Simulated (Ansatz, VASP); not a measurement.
BN (Qingsongite) in VASP and in Ansatz

Contents of INCAR:

```
SYSTEM = BN
  PREC = Accurate
  ENCUT = 520
  EDIFF = 1E-6
  ISMEAR = 0
  SIGMA = 0.01
  LREAL = .FALSE.
  LASPH = .TRUE.
  NELM = 80
  ALGO = Normal
  ISIF = 2
  LWAVE = .FALSE.
  LCHARG = .TRUE.
  GGA = PE
  LELF = .TRUE.
  LVHAR = .TRUE.
  NBANDS = 11
```

Contents of KPOINTS:

```
Automatic mesh
0
G
  10 10 10
  0 0 0
```

The input POSCAR:

```
BN
1.0
    0.0000000000      1.7753526885      1.7753526885
    1.7753526885      0.0000000000      1.7753526885
    1.7753526885      1.7753526885      0.0000000000
B N
1 1
Direct
    0.0000000000      0.0000000000      0.0000000000
    0.2500000000      0.2500000000      0.2500000000
```

Input for Ansatz:

```yaml
crystal:
  lattice:
    - [0.0, 1.7753526885, 1.7753526885]
    - [1.7753526885, 0.0, 1.7753526885]
    - [1.7753526885, 1.7753526885, 0.0]
  atoms:
    - { symbol: B, position: [0.0, 0.0, 0.0] }
    - { symbol: "N", position: [0.25, 0.25, 0.25] }
kpoints:
  mp_grid: { grid: [10, 10, 10] }
hamiltonian:
  xc: pbe
scf:
  occupations: { method: fixed }
  n_extra_bands: 4
output:
  forces: true
  stress: true
  eigenvalues: true
```

Alike in both runs: task single point; functional PBE; k mesh 10 × 10 × 10; no spin polarisation.

```csv
,VASP,Ansatz
version,VASP 6.6.1,Ansatz 0.2.0
potentials or method,"VASP PAW PBE potentials, release 64 (B, N)","plane waves, PAW"
plane-wave cutoff (eV),520,420
occupations,"gaussian, width 0.01 eV",fixed
valence electrons in the cell,8,8
```

|  | VASP | Ansatz | Ansatz less VASP |
| --- | --- | --- | --- |
| gap on the k mesh at the Fermi level (eV) | 4.51 | 4.53 | +0.012 |
| pressure (GPa) | 26.2 | 25.7 | -0.45 |

Caveats: so large a pressure means that the cell lies far from this level's equilibrium, or that cutoff or potentials fall short (VASP). A k mesh can miss the band edges. PBE gaps usually lie below the measured ones, often by a third to a half.
